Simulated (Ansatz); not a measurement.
CoPt (L1₀ or tetragonal B2, P4/mmm) under volume change, PBE (plane waves, PAW; program Ansatz), shape and atoms relaxed at each volume.

| V (Å³/atom) | E − E(relaxed) (meV/atom) | P (GPa) |
|---|---|---|
| 12.301 | 90.3 | 26.19 |
| 12.707 | 37.5 | 15.83 |
| 13.112 | 8.8 | 7.16 |
| 13.518 | 0.0 | 0.00 |
| 13.923 | 7.7 | -5.88 |
| 14.329 | 28.9 | -10.78 |
| 14.734 | 61.6 | -14.91 |

What does a third-order Birch–Murnaghan fit give for V₀, B₀ and B′?

V₀ = 13.52 Å³/atom, B₀ = 217 GPa, B′ = 5.2.

Symmetry was held in the PBE relaxation. The final state is ferromagnetic, chosen from 5 collinear starts compared on coarse meshes (ties went to the first, and starts can fall back to one state), not a proven ground state. Textbook magnetic order: ferromagnetic. Spin–orbit coupling is left out wherever it is not named.

Potentials: the later of the program's two PAW sets.
